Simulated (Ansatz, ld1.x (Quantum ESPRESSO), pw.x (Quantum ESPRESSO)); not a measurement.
**V (Z = 23): one change to the ultrasoft potential, in the atom and in the fcc crystal**

V, ultrasoft, made with ld1.x (Quantum ESPRESSO) 7.5 (PBE, scalar-relativistic). Core [Ar], reference 3d3.5 4s1.5 4p0. Waves: 4s (bound): rcut 2.80, rcutus 3.45 bohr; 4s channel at 3.8 Ry: rcut 2.80, rcutus 3.45 bohr; 4p (bound, empty): rcut 2.70, rcutus 3.40 bohr; 4p channel at 0.2 Ry: rcut 2.70, rcutus 3.40 bohr; 3d (bound): rcut 1.75, rcutus 2.40 bohr; 3d channel at 4 Ry: rcut 1.75, rcutus 2.40 bohr. Local part: all-electron potential smoothed inside 2.55 bohr (lloc = -1). Core correction: none. Augmentation charge: PSQ, radius 1.60 bohr.

Change: reference 3d3 4s0 4p0.

Cutoffs, loose and tight: the cutoffs (Ry, on a coarse ladder) from which the occupation-weighted sum of valence levels, in a spherical-Bessel basis at the reference potential, stays within 10 and 1 mRy of its value at 400 Ry. They do not see the model core or the augmentation charge, which bear on the density cutoff. Test errors are all-electron minus pseudo excitation energies from the reference, over the configurations 3d3 4s2 4p0; 3d3 4s1 4p0; 3d3 4s0 4p0; 3d4 4s1 4p0; 3d3 4s0 4p1; 3d2 4s2 4p1; 3d2 4s0 4p0; variants that change the core or the reference have their own tests.

Crystal test: fcc V in pw.x 7.5, no spin, 15³ k-points, Fermi–Dirac smearing 0.01 Ry, cutoffs set for each file from its atomic test. The reference is all-electron LAPW (Ansatz 0.2.0) with the same functional, mesh and smearing; V0 and B0 come from Birch–Murnaghan fits to the pressures at five volumes. Errors are pseudo minus all-electron; Δ is the rms difference of the E(V) curves that follow from these fits, minima aligned, over ±6 % about the mean V0. Mesh and smearing are coarse, so the numbers serve the comparison and aren't converged zero-temperature values; the lattice is a test structure that the element need not adopt.

All-electron: a0 = 3.820 Å (V0 = 13.94 Å³/atom), B0 = 173.4 GPa.

Does the change bring the crystal closer to the all-electron result?

The mean pressure error goes from +40.62 to -22.70 GPa, so the change moves the solid closer to the all-electron pressures. Neither pressure curve crosses zero within the volumes sampled, so no fits are given.

| quantity | base | changed |
| --- | --- | --- |
| outcome (atom) | generated | generated |
| cutoff, loose (atom) | 18 Ry | 18 Ry |
| cutoff, tight (atom) | 30 Ry | 25 Ry |
| bound ghosts (atom) | none | none |
| largest test error (meV) (atom) | +119 over the solved tests; 1 of 7 tests not solved or not reliable | +484 over the solved tests; 1 of 7 tests not solved or not reliable |
| cutoffs in pw.x (Ry) | 40/320 | 40/320 |
| mean pressure error (GPa) | +40.62 | -22.70 |

Base: The largest radius (3.45 bohr) exceeds half the bond length (2.55 bohr), so the spheres overlap, which is one possible source of error among others. This is a poor potential for the solid. Atomic configuration tests: 1 of 7 tests not solved or not reliable. Changed file: The largest radius (3.45 bohr) exceeds half the bond length (2.55 bohr), so the spheres overlap, which is one possible source of error among others. This is a poor potential for the solid. Atomic configuration tests: 1 of 7 tests not solved or not reliable. The atomic cutoffs weigh occupied waves only.
